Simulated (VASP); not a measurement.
Here is a VASP 6.6.1 calculation.

Contents of INCAR:

```
SYSTEM = CsH
ALGO = Normal
EDIFF = 1E-6
ENCUT = 520
ISIF = 2
ISMEAR = 0
LASPH = .TRUE.
LCHARG = .FALSE.
LREAL = .FALSE.
LWAVE = .FALSE.
NBANDS = 12
NELM = 80
PREC = Accurate
SIGMA = 0.02
```

The input KPOINTS:

```
k-points
0
G
  8 8 8
  0 0 0
```

Contents of POSCAR:

```
CsH
1.0
    0.0000000000      3.0525775501      3.0525775501
    3.0525775501      0.0000000000      3.0525775501
    3.0525775501      3.0525775501      0.0000000000
Cs H
1 1
Direct
    0.0000000000      0.0000000000      0.0000000000
    0.5000000000      0.5000000000      0.5000000000
```

Potentials or basis: VASP PAW LDA potentials, release 64 (Cs_sv, H).

Run with:

```bash
$ cat potpaw_LDA.64/Cs_sv/POTCAR potpaw_LDA.64/H/POTCAR > POTCAR
$ mpirun -np 1 vasp_std > vasp.out
```

(1) What does it give for the band gap on the k mesh?

(2) What does it give for the pressure?

## Answers

(1) 1.73 eV, direct.

(2) 0.0 GPa.

Caveat: spin-orbit coupling is left out, which moves the levels of the heavy elements.
